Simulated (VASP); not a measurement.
Set up this calculation in VASP 6.6.1, as the native input.

```yaml
Task: single point
Functional: r2SCAN
Potentials_or_basis: VASP PAW PBE potentials, release 64 (Fe)
Cutoff: 600 eV
k_mesh: 18 × 18 × 18
Occupations: methfessel-paxton, width 0.1 eV
Spin: collinear spin, ferromagnetic start
Starting_moments: "[2.5] μB"
Further_INCAR_settings: ALGO = Normal; EDIFF = 1e-06; AMIX = 0.2; BMIX = 0.0001
```

The structure of Fe lies in POSCAR:

```
Fe
1.0
   -1.4430000000      1.4430000000      1.4430000000
    1.4430000000     -1.4430000000      1.4430000000
    1.4430000000      1.4430000000     -1.4430000000
Fe
1
Direct
    0.0000000000      0.0000000000      0.0000000000
```

The input as run:

INCAR

```
SYSTEM = Fe
PREC = Accurate
ENCUT = 600
EDIFF = 1E-6
ISMEAR = 1
SIGMA = 0.1
LREAL = .False.
LASPH = .True.
NELM = 150
ALGO = Normal
ISIF = 2
LWAVE = .False.
LCHARG = .False.
ISPIN = 2
MAGMOM = 2.5
LORBIT = 11
LMAXMIX = 4
METAGGA = R2SCAN
LMIXTAU = .True.
AMIX = 0.2
BMIX = 1E-4
AMIX_MAG = 0.8
BMIX_MAG = 1E-4
```

KPOINTS

```
regular mesh
0
Gamma
  18 18 18
  0 0 0
```

Potentials or basis: VASP PAW PBE potentials, release 64 (Fe).

The run is started by

```bash
$ cat potpaw_PBE.64/Fe/POTCAR > POTCAR
$ mpirun -np 1 vasp_std > vasp.out
```

It gave:

```yaml
Pressure: -4.8 GPa
Band_gap_on_the_k_mesh: none (metal or under the smearing width)
Net_moment: 2.64 μB per cell
Site_moments: Fe +2.72 μB
Valence_electrons_inside_the_program's_atomic_spheres: Fe 7.16
```

Caveat: the PAW data sets were made with another functional, which shifts forces and pressure a little.

Run time: 100 s on 1 thread of Intel(R) Xeon(R) Platinum 8559C (Emerald Rapids) (shared host), peak memory 0.17 GiB.
